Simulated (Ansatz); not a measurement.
# Al2Cu: a line through an energy map

One line of a two-coordinate grid on Al₂Cu (Fm-3m, No. 225; 3 atoms in the cell): strain +e along z and -e/2 along x and y is varied, at strain +e along x and -e along y = −2.67 %.

Method: DFT PBE, scalar-relativistic, plane waves, PAW, in Ansatz 0.2.0.

1 further run of the same task is left out (set aside as unsound or not needed). Runs told in other sessions of the task aren't counted.

### 1 Starting point

It takes space group Fm-3m (No. 225, cubic). The conventional cell has a = 5.783 Å, b = 5.783 Å, c = 5.783 Å, α = 90.00°, β = 90.00°, γ = 90.00°. Around Al (site symmetry -43m) lie 4 Cu at 2.50 Å. Cu (site symmetry m-3m) is surrounded by 8 Al at 2.50 Å.

Structure file:

```cif
data_structure
_symmetry_space_group_name_H-M 'Fm-3m'
_symmetry_Int_Tables_number 225
_cell_length_a 5.7829
_cell_length_b 5.7829
_cell_length_c 5.7829
_cell_angle_alpha 90.000
_cell_angle_beta 90.000
_cell_angle_gamma 90.000
_cell_volume 193.40
loop_
_atom_site_label
_atom_site_type_symbol
_atom_site_symmetry_multiplicity
_atom_site_Wyckoff_symbol
_atom_site_fract_x
_atom_site_fract_y
_atom_site_fract_z
_atom_site_occupancy
Al1 Al 8 c 0.25000 0.25000 0.25000 1
Cu1 Cu 4 b 0.00000 0.00000 0.50000 1
```

It goes back to an entry of the Materials Project, which need not be the stable form.

This cell was relaxed beforehand with the same method: volume 16.12 Å³/atom, gap on the mesh none (metal).

### 2 Plan of the line

The energy is mapped over two homogeneous strains; x, y and z are the crystal's own axes (z along the conventional c), which in the input's Cartesian frame point along (0.71, 0.71, 0.00), (-0.71, 0.71, 0.00), (0.00, 0.00, 1.00).

- strain +e along x and -e along y: 7 values from −4.00 to 4.00 %
- strain +e along z and -e/2 along x and y: 7 values from −7.00 to 7.00 %

Nothing else is relaxed (symmetry fixes all fractional coordinates). Energies count from the relaxed crystal. Points are written as (first, second).

### 3 Grid point (−2.67 %, −7.00 %)

input.yaml reads:

```yaml
crystal:
  lattice:
    - [-2.170752332, 2.170752332, 2.6890032877]
    - [2.170752332, -2.170752332, 2.6890032877]
    - [2.0615706662, 2.0615706662, -2.6890032877]
  atoms:
    - { symbol: Al, position: [0.75, 0.25, 0.5] }
    - { symbol: Al, position: [0.25, 0.75, 0.5] }
    - { symbol: Cu, position: [0.5, 0.5, 0.0] }
basis:
  ecutwfc: 520.0
kpoints:
  mp_grid: { grid: [14, 14, 14] }
hamiltonian:
  xc: pbe
  pseudopotentials: { kind: paw, azcp: { folder: soft_1 } }
scf:
  occupations: { method: gaussian, width: 0.15 }
output:
  forces: true
  stress: true
  eigenvalues: true
  write_density: true
  write_potential: true
  elf: true
  volumetric_format: npy
```

Launch:

```
> ansatz run input.yaml --threads 2 --pin off --max-ram 4096MiB --backend cpu --events-out ev --progress --plain --runs-dir out
```

The session goes on with these runs: the other points of the line.

Before running it: what results should come out? Wanted: for each run, strain +e along z and -e/2 along x and y; energy; slope; pressure.

The runs gave:

```
strain +e along z and -e/2 along x and y (%)  step  energy (meV/atom)  slope (meV/atom per %)  pressure (GPa)
                                       −7.00     3               43.6                   −11.9            1.33
                                       −4.67     4               21.4                    −7.2            0.64
                                       −2.33     5                9.4                    −3.1            0.28
                                        0.00     6                6.5                     0.5            0.21
                                        2.33     7               11.2                     3.4            0.36
                                        4.67     8               22.3                     6.0            0.68
                                        7.00     9               39.0                     8.3            1.15
```

Energies count from the relaxed crystal. Slopes come from the forces (and the stress, where the cell changes), not from differences of energies.

Of the points computed the energy is lowest at 0.00 %, 6.5 meV/atom from the zero. A fit to energies and slopes at the lowest point and its two neighbours puts the minimum at −0.350 %, with a curvature of about 1.5 meV/atom per %². Divided by the reference volume, that is a stiffness of about 150 GPa for this pattern of strain. The highest point computed, at −7.00 %, lies 37.1 meV/atom above the lowest. This is one cut through a surface in two coordinates; the map's lowest point lies off it.
